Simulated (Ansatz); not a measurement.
input.yaml

```yaml
crystal:
  lattice:
    - [3.6961233324, 0.0, 0.0]
    - [-1.8480616662, 3.2009367014, 0.0]
    - [0.0, 0.0, 6.4445019192]
  atoms:
    - { symbol: Ti, position: [0.0, 0.0, 0.0] }
    - { symbol: Te, position: [0.6666666667, 0.3333333333, 0.2673356116] }
    - { symbol: Te, position: [0.3333333333, 0.6666666667, 0.7326643884] }
basis:
  ecutwfc: 420
kpoints:
  mp_grid: { grid: [12, 12, 8] }
  band_path:
    path:
      - [[0.0, 0.0, 0.0], [0.5, 0.0, 0.0], [0.33333333, 0.33333333, 0.0], [0.0, 0.0, 0.0], [0.0, 0.0, 0.5], [0.5, 0.0, 0.5], [0.33333333, 0.33333333, 0.5], [0.0, 0.0, 0.5]]
      - [[0.5, 0.0, 0.5], [0.5, 0.0, 0.0]]
      - [[0.33333333, 0.33333333, 0.5], [0.33333333, 0.33333333, 0.0]]
    npoints: 14
hamiltonian:
  xc: pbesol
scf:
  occupations: { method: gaussian, width: 0.1 }
  n_extra_bands: 7
output:
  forces: true
  stress: true
  eigenvalues: true
  populations: true
  dos: { projected: true, de: 0.02, nscf_kmesh: { grid: [18, 18, 12] } }
  bader: true
  write_density: true
  write_potential: true
  elf: true
  volumetric_format: npy
```

Command:
```bash
ansatz run input.yaml --threads 1 --pin off --max-ram 2560MiB --backend cpu --events-out ev --progress --plain --runs-dir out
```

The calculation used Ansatz, DFT PBEsol, scalar-relativistic, plane waves, PAW.

Part of what the program printed, abridged (iterations and final results):

```
SCF iter   1: F=—  HF=-16279.092614 eV  |F-HF|=—  |Δ(HF+E_count)|=         —  Δρ=6.96e-3  dr2=5.87e-2  ethr=1.77e-3  ⟨swp⟩=6.0  Hψ=17131  notcnv=0
SCF iter   2: F=—  HF=-16279.086217 eV  |F-HF|=—  |Δ(HF+E_count)|=   6.40e-3  Δρ=3.65e-3  dr2=1.70e-2  ethr=1.33e-4  ⟨swp⟩=2.0  Hψ=5351  notcnv=0
SCF iter   3: F=—  HF=-16279.084283 eV  |F-HF|=—  |Δ(HF+E_count)|=   1.93e-3  Δρ=4.43e-4  dr2=2.05e-4  ethr=3.86e-5  ⟨swp⟩=2.1  Hψ=4352  notcnv=0
SCF iter   4: F=—  HF=-16279.084246 eV  |F-HF|=—  |Δ(HF+E_count)|=   3.67e-5  Δρ=1.76e-4  dr2=3.53e-5  ethr=4.66e-7  ⟨swp⟩=2.0  Hψ=6271  notcnv=0
SCF iter   5: F=—  HF=-16279.084230 eV  |F-HF|=—  |Δ(HF+E_count)|=   1.55e-5  Δρ=8.10e-5  dr2=7.78e-6  ethr=8.03e-8  ⟨swp⟩=2.0  Hψ=4185  notcnv=0
SCF iter   6: F=—  HF=-16279.084231 eV  |F-HF|=—  |Δ(HF+E_count)|=   2.88e-7  Δρ=1.33e-5  dr2=2.11e-7  ethr=1.77e-8  ⟨swp⟩=3.0  Hψ=6022  notcnv=0
SCF iter   7: F=-16279.084231 eV  HF=-16279.084231 eV  |F-HF|=1.08e-8  |Δ(HF+E_count)|=   7.26e-8  Δρ=4.74e-6  dr2=4.02e-8  ethr=2.27e-10  ⟨swp⟩=13.4  Hψ=24868  notcnv=0
SCF 1 converged in 7 iterations: F = -16279.084231 eV  dr2 = 4.02e-8
SCF converged after 7 iterations
Free energy (F): -16279.084231 eV
Harris-Foulkes:  -16279.084231 eV  (|F-HF|=1.08e-8)
Internal energy: -16279.078375 eV  (E = F + TS)
E sigma→0 (E₀):  -16279.081303 eV
Entropy (-TS):   -0.005856 eV (-1.952 meV/atom)
Fermi energy:    10.955293 eV
--- Per-component energies (eV) ---
  E_band       = -638.314257
  E_kinetic    = 635.516775
  E_local      = -3277.410044  (includes V_loc(G=0)·N_el)
  E_nonlocal   = -605.742148
  E_hartree    = 1936.379631
  E_xc         = -344.878833
  E_vxc        = -331.784927  (∫ρ·V_xc dr)
  E_paw        = -10192.419227  (= ΣΔE_a)
  E_vpaw       = -931.660151  (= ΣTr[D̂ρ^β])
  E_aug_tail   = -0.000255  (compensation charges beyond the density's cutoff)
  E_ewald      = -4431.413290
  E_core_change = 0.889015  (= ΣΔE_core)
  E_smearing   = -0.005856  (= −TS)
--- Forces (eV/Å), atoms counted from 1 ---
  atom   1  Ti     0.00000000     0.00000000     0.00000000
  atom   2  Te     0.00000000     0.00000000    -0.00095857
  atom   3  Te     0.00000000     0.00000000     0.00095857
--- Stress (GPa, compression-positive) ---
       -0.001617       0.000000       0.000000
        0.000000      -0.001617       0.000000
        0.000000       0.000000      -0.015740
  P = ⅓ Tr σ = -0.0063 GPa (-0.063 kbar)
--- Band table (eV; the first three rows and the last of 131) ---
  k-point 0: bands = ["-46.1518", "-25.5700", "-25.5700", "-25.5664", "-25.5664", "-25.5447", "-25.5447", "-25.5427", "-25.5427", "-25.5357", "-25.5332", "-22.5114", "-22.5114", "-22.4915", "-1.7766", "-0.1551", "5.3876", "9.3579", "9.3579", "11.1911", "11.3996", "11.3996", "11.5551", "12.2471", "12.2471", "14.1574", "14.1574", "16.2345", "17.1362"]
  k-point 1: bands = ["-46.1518", "-25.5706", "-25.5706", "-25.5660", "-25.5660", "-25.5446", "-25.5446", "-25.5427", "-25.5427", "-25.5356", "-25.5333", "-22.5114", "-22.5114", "-22.4915", "-1.7321", "-0.2471", "5.5701", "9.3692", "9.3692", "10.6754", "11.3976", "11.3976", "11.7771", "12.1851", "12.1851", "14.2367", "14.2367", "16.2826", "17.4474"]
  k-point 2: bands = ["-46.1518", "-25.5716", "-25.5716", "-25.5651", "-25.5651", "-25.5443", "-25.5443", "-25.5428", "-25.5428", "-25.5354", "-25.5335", "-22.5114", "-22.5114", "-22.4916", "-1.6012", "-0.4858", "6.0773", "9.3972", "9.3972", "9.7853", "11.3930", "11.3930", "11.9326", "12.0479", "12.0479", "14.4183", "14.4183", "16.4235", "18.0992"]
  k-point 130: bands = ["-46.1476", "-25.5721", "-25.5632", "-25.5632", "-25.5585", "-25.5467", "-25.5467", "-25.5456", "-25.5419", "-25.5269", "-25.5269", "-22.5524", "-22.5524", "-22.4644", "0.5201", "0.5201", "6.6618", "6.6618", "7.1286", "7.4607", "9.1800", "9.1800", "11.9581", "11.9581", "12.0704", "14.1382", "14.1382", "16.6552", "16.6552"]
--- Löwdin populations: 3 sites ---
  site symbol q [e]
     0     Ti     11.5419
     1     Te     16.1292
     2     Te     16.1292
  spilling = 0.004539 (of n_electrons = 44.000000)
--- Bader charges: 3 sites ---
  site symbol charge [e]  shift [e]
     0     Ti      1.3009     0.0028
     1     Te     -0.6504     0.0014
     2     Te     -0.6504     0.0014
  estimated error of the sums over rays = 6.2e-4 e
```

Self-consistency was reached.

It took 82 s on 1 thread of Arm Neoverse V1, on a shared host, peak memory 0.71 GiB.